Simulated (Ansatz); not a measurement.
Runs of Ansatz 0.2.0 on Os. The structure is hexagonal, space group P6_3/mmc (No. 194). Conventional cell: a = 2.734 Å, b = 2.734 Å, c = 4.320 Å, α = 90.00°, β = 90.00°, γ = 120.00°. Around Os (site symmetry -6m2) lie 12 Os at 2.68 to 2.73 Å. 

| task | level | spin | k mesh | cutoff (eV) | q mesh | points for each segment of the path | atoms under strain | gap on the mesh (eV) | pressure (GPa) | V0 of scaled cells (Å³/atom) | B0 (GPa) |
| --- | --- | --- | --- | --- | --- | --- | --- | --- | --- | --- | --- |
| phonons | PBEsol | off | 10 × 10 × 6 | 420 | 2 × 2 × 2 | 8 | - | none | - | - | - |
| equation of state | r2SCAN | off | 11 × 11 × 6 | 500 | - | - | - | - | - | 14.02 | (b) |
| elastic constants | PBEsol | off | 10 × 10 × 6 | 420 | - | - | relaxed | none | -2.7 | - | - |
| band structure | PBEsol | SOC, no magnetisation | 11 × 11 × 6 | 420 | - | 14 | - | none | -2.4 | - | - |
| equation of state | PBE | off | 11 × 11 × 6 | 420 | - | - | - | - | - | 14.28 | 397 |
| equation of state | LDA | off | 11 × 11 × 6 | 420 | - | - | - | - | - | 13.70 | (a) |

Alike in all rows: potentials or basis Ansatz PAW; cell as given; smearing fermi-dirac 0.05 eV.

Task: Fill in the values left out.

Result: (a) 448; (b) 428.

Caveats: the PAW data sets come from PBE, with cores solved anew for the run's functional, which leaves a small shift of forces and pressure (some runs); the cell was scaled at fixed shape and fractional positions, which overstates the stiffness of a crystal with free parameters, most of all of layers and chains (some runs); the PAW data sets were made with another functional, which shifts forces and pressure a little (some runs); elastic constants of metals need much finer meshes, so these are rough (some runs).

A k mesh can miss the band edges, and rows without SOC leave out spin-orbit coupling on Os.

A gap of «none» marks a metal or a gap under the smearing width.
